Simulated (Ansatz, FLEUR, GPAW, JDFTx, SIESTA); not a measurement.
**Sn: 5 runs at one level of theory**

```
Sn
1.0
    -2.94014    2.94014    1.59930
     2.94014   -2.94014    1.59930
     2.94014    2.94014   -1.59930
Sn
2
Cartesian
  -0.0709 -0.0015 0.0234
  -0.0164 2.9513 0.7910
```

Atoms were shifted at random by some hundredths of an Å from the given cell, which wasn't relaxed again for these runs.

Alike in all runs: task single point; functional PBEsol; k mesh 9 × 9 × 9; occupations fermi-dirac, width 0.05 eV; no spin polarisation; no spin-orbit coupling. Pressure is positive in compression and, in plane waves, holds the error of the finite cutoff.

| program and potentials | plane-wave cutoff (eV) | notes | pressure (GPa) | largest force (eV/Å) | energy over the undisturbed cell (meV/atom) |
| --- | --- | --- | --- | --- | --- |
| FLEUR, all-electron, FLAPW | - | - | - | 0.178 | 2.54 |
| SIESTA, files PseudoDojo sr-pbesol-0.4.1-standard, DZP (energy shift 0.003 Ry; two zetas on semicore shells) | - | atomic basis | -0.51 | 0.195 | 2.84 |
| GPAW, PAW data sets generated for this functional | 600 | - | -1.65 | 0.175 | - |
| JDFTx, PseudoDojo-SR-PBEsol-0.4.1-standard with smoothed tails | 980 | - | -1.30 | 0.180 | 2.57 |
| Ansatz, all-electron LAPW, scalar-relativistic | - | - | -1.39 | 0.178 | - |

Force on atom 1 (Sn), eV/Å:

```
                                                                                      program and potentials      x      y       z
                                                                                  FLEUR, all-electron, FLAPW  0.172  0.045  -0.006
SIESTA, files PseudoDojo sr-pbesol-0.4.1-standard, DZP (energy shift 0.003 Ry; two zetas on semicore shells)  0.188  0.051  -0.007
                                                           GPAW, PAW data sets generated for this functional  0.169  0.044  -0.006
                                              JDFTx, PseudoDojo-SR-PBEsol-0.4.1-standard with smoothed tails  0.175  0.045  -0.006
                                                              Ansatz, all-electron LAPW, scalar-relativistic  0.172  0.044  -0.006
```

The pressure spans -1.65 (GPAW, PAW data sets generated for this functional) to -0.51 GPa (SIESTA, files PseudoDojo sr-pbesol-0.4.1-standard, DZP (energy shift 0.003 Ry; two zetas on semicore shells)), with all-electron results at -1.39. Rows in atomic bases carry the error of their basis and grid, which can be large.

The functional is the same throughout but for its coding, so the spread measures potentials, basis and numerics; runs on potential files found faulty are left out.
